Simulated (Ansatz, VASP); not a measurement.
This is a calculation of B for Ansatz 0.2.0. This isn't the form of B at room conditions, which is rhombohedral.

The input input.yaml:

```yaml
crystal:
  lattice:
    - [1.62456, 0.0, 0.0]
    - [0.0, 2.86615, 0.0]
    - [0.0, 0.0, 3.9144]
  atoms:
    - { symbol: B, position: [0.0, 0.5, 0.60926] }
    - { symbol: B, position: [0.5, 0.0, 0.39074] }
hamiltonian:
  xc: rpbe
  pseudopotentials: { kind: paw }
  dispersion: d4
kpoints:
  mp_grid: { grid: [16, 9, 7] }
scf:
  occupations: { method: fermi_dirac, width: 0.05 }
output:
  forces: true
  stress: true
  eigenvalues: true
relax:
  f_tol: 0.01
  max_steps: 40
  cell: { stress_tol: 0.05 }
```

Potentials or basis: Ansatz PAW.

Command:

```console
$ ansatz run input.yaml --threads 2 --pin off --max-ram 5632MiB --backend cpu --events-out ev --progress --plain --runs-dir out
```

Question: What does the same run look like in VASP 6.6.1? Potentials or basis there: PBE PAW files B, 600 eV.

Answer: As run (cutoffs and basis follow the program's own potentials, and thresholds, step limits or extra output files can differ):

INCAR

```
PREC = Accurate
ENCUT = 600
EDIFF = 1E-7
ISMEAR = -1
SIGMA = 0.05
LREAL = False
LASPH = True
NELM = 100
ALGO = Normal
ISIF = 3
LWAVE = False
LCHARG = False
GGA = RP
IVDW = 13
IBRION = 2
NSW = 40
EDIFFG = -0.005
```

File KPOINTS:

```
Automatic mesh
0
Gamma
  16 9 7
```

Contents of POSCAR:

```
B
1.0
    1.6245600000      0.0000000000      0.0000000000
    0.0000000000      2.8661500000      0.0000000000
    0.0000000000      0.0000000000      3.9144000000
B
2
Direct
    0.0000000000      0.5000000000      0.6092600000
    0.5000000000      0.0000000000      0.3907400000
```

Potentials or basis: VASP PAW PBE potentials, release 64 (B).

Run with:

```console
$ cat potpaw_PBE.64/B/POTCAR > POTCAR
$ mpirun -np 1 vasp_std > vasp.out
```

Both were run:

|  | Ansatz | VASP |
| --- | --- | --- |
| Relaxed volume | 7.83 Å³/atom | 7.82 Å³/atom |
| Relaxed cell | a = 1.617 Å, b = 2.820 Å, c = 3.434 Å, α = 90.00°, β = 90.00°, γ = 90.00° | a = 1.617 Å, b = 2.819 Å, c = 3.432 Å, α = 90.00°, β = 90.00°, γ = 90.00° |
| Space group after relaxing | Pmmn (No. 59) | Pmmn (No. 59) |
| Pressure after relaxing | 0.0 GPa | 0.0 GPa |

Ansatz's pressure holds a Pulay term of +0.30 GPa for its cutoff of 420 eV, which the other run lacks.

Ansatz's potentials were made for PBE. VASP's potentials were made for PBE.

Where Ansatz's input types no cutoff or centring, it takes its own default and a Γ-centred mesh.

Pressure is positive in compression.
